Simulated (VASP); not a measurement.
# FeO under changes of volume

One of the cells (10.989 Å³/atom); the others are scaled copies at fixed shape and fractional positions:

```
CELL_PARAMETERS angstrom
2.70013 -1.53453 0.00000
2.70013 1.53453 0.00000
-0.23586 0.00000 5.30435
ATOMIC_POSITIONS crystal
Fe 0.00000 0.00000 0.50000
Fe 0.00000 0.00000 0.00000
O 0.33547 0.33547 0.74430
O 0.66453 0.66453 0.25570
```

The cell comes from a database or a generator and needn't be the stable form of this composition.

```yaml
Program: VASP 6.6.1
Functional: PBE
Potentials_or_basis: VASP PAW PBE potentials, release 64 (Fe, O)
Cutoff: 520 eV
k_mesh: 10 × 10 × 5
Occupations: fermi-dirac, width 0.05 eV
Spin: collinear spin, ferromagnetic start
Starting_moments: "[3.0, 3.0, 0.0, 0.0] μB"
```

| volume (Å³/atom) | energy over the lowest point (meV/atom) | pressure (GPa) | largest force (eV/Å) |
| --- | --- | --- | --- |
| 10.127 | 0.00 | 0.1 | 0.239 |
| 10.343 | 2.29 | -3.6 | 0.220 |
| 10.558 | 9.32 | -6.9 | 0.202 |
| 10.989 | 35.45 | -12.4 | 0.172 |
| 11.205 | 53.69 | -14.8 | 0.159 |
| 11.420 | ? | ? | ? |

Problem. What does the run at 11.420 Å³/atom give?

Solution. Energy over the lowest point 74.85 meV/atom; pressure -16.8 GPa; largest force 0.147 eV/Å.

Worked out: A Birch-Murnaghan fit of order 3 (a polynomial in V^(-2/3)) to the other rows has its minimum at 10.14 Å³/atom with B0 = V·E''(V) = 186 GPa and B' = 4.8 at fixed shape and positions, which overstates the stiffness. It gives 74.72 meV/atom at 11.420 Å³/atom, against the run's 74.85, and -dE/dV = -16.7 GPa, against -16.8.

Energies are extrapolated to zero smearing.

Caveats: only a ferromagnetic start was run, and an antiferromagnetic order may lie lower in energy.
